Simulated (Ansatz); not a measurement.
# Al3Cu: tests of the settings

Aim, for Al3Cu: see how the k-point mesh shifted by half a step moves the results.

Computed with Ansatz 0.2.0 (DFT PBEsol, scalar-relativistic, plane waves, PAW, unless a step's input says otherwise).

### Step 1. The starting structure

The structure is tetragonal, space group P4/mmm (No. 123). Conventional cell: a = 2.778 Å, b = 2.778 Å, c = 7.513 Å, α = 90.00°, β = 90.00°, γ = 90.00°. Al (site symmetry 4/mmm) is surrounded by 12 Al at 2.78 to 2.85 Å. Around Al (site symmetry 4mm) lie 4 Cu at 2.60 Å and 8 Al at 2.78 to 2.85 Å. Around Cu (site symmetry 4/mmm) lie 8 Al at 2.60 Å and 4 Cu at 2.78 Å.

Coordinates:

```cif
data_structure
_symmetry_space_group_name_H-M 'P4/mmm'
_symmetry_Int_Tables_number 123
_cell_length_a 2.7784
_cell_length_b 2.7784
_cell_length_c 7.5134
_cell_angle_alpha 90.000
_cell_angle_beta 90.000
_cell_angle_gamma 90.000
_cell_volume 58.00
loop_
_atom_site_label
_atom_site_type_symbol
_atom_site_symmetry_multiplicity
_atom_site_Wyckoff_symbol
_atom_site_fract_x
_atom_site_fract_y
_atom_site_fract_z
_atom_site_occupancy
Al1 Al 1 b 0.00000 0.00000 0.50000 1
Al2 Al 2 h 0.50000 0.50000 0.22612 1
Cu1 Cu 1 a 0.00000 0.00000 0.00000 1
```

The structure comes from the Materials Project (structure only); it is used as listed.

### Step 2. The base input

Input file input.yaml:

```yaml
crystal:
  lattice:
    - [2.7784054294, 0.0, 0.0]
    - [0.0, 2.7784054294, 0.0]
    - [0.0, 0.0, 7.51340341]
  atoms:
    - { symbol: Al, position: [0.0, 0.0, 0.5] }
    - { symbol: Al, position: [0.5, 0.5, 0.22611551] }
    - { symbol: Al, position: [0.5, 0.5, 0.77388449] }
    - { symbol: Cu, position: [0.0, 0.0, 0.0] }
basis:
  ecutwfc: 420
kpoints:
  mp_grid: { grid: [16, 16, 6] }
hamiltonian:
  xc: pbesol
scf:
  occupations: { method: gaussian, width: 0.1 }
output:
  forces: true
  stress: true
  eigenvalues: true
  populations: true
```

Its results, from an earlier run: -2040.6946 eV/atom at zero smearing, pressure 0.92 GPa, largest force 0.222 eV/Å, no gap on the mesh, in 7 SCF cycles and 16 s.

### Step 3. K-point mesh shifted by half a step: 10×10×4

Input file input.yaml:

```yaml
crystal:
  lattice:
    - [2.7784054294, 0.0, 0.0]
    - [0.0, 2.7784054294, 0.0]
    - [0.0, 0.0, 7.51340341]
  atoms:
    - { symbol: Al, position: [0.0, 0.0, 0.5] }
    - { symbol: Al, position: [0.5, 0.5, 0.22611551] }
    - { symbol: Al, position: [0.5, 0.5, 0.77388449] }
    - { symbol: Cu, position: [0.0, 0.0, 0.0] }
basis:
  ecutwfc: 420
kpoints:
  mp_grid: { grid: [10, 10, 4], shift: [0.5, 0.5, 0.5] }
hamiltonian:
  xc: pbesol
scf:
  occupations: { method: gaussian, width: 0.1 }
output:
  forces: true
  stress: true
  eigenvalues: true
```

Launch:

```bash
> ansatz run input.yaml --threads 1 --pin off --max-ram 2560MiB --backend cpu --events-out ev --progress --plain --runs-dir out
```

### Step 4. K-point mesh shifted by half a step: 12×12×6

input.yaml: that of step 3 with these lines changed.

```diff
@@ -13,3 +13,3 @@
 kpoints:
-  mp_grid: { grid: [10, 10, 4], shift: [0.5, 0.5, 0.5] }
+  mp_grid: { grid: [12, 12, 6], shift: [0.5, 0.5, 0.5] }
 hamiltonian:
```

### Step 5. K-point mesh shifted by half a step set to 14×14×6

input.yaml: that of step 4 with these lines changed.

```diff
@@ -13,3 +13,3 @@
 kpoints:
-  mp_grid: { grid: [12, 12, 6], shift: [0.5, 0.5, 0.5] }
+  mp_grid: { grid: [14, 14, 6], shift: [0.5, 0.5, 0.5] }
 hamiltonian:
```

(Steps that only read results are left out.)

Q: Predict the outcome of the series: the values and the trend.

The runs gave:

```
                                                 quantity                      value
largest energy shift, k-point mesh shifted by half a step  -7.57 meV/atom at 12×12×6
```

The densest shifted mesh lands 0.46 meV/atom from the base run.
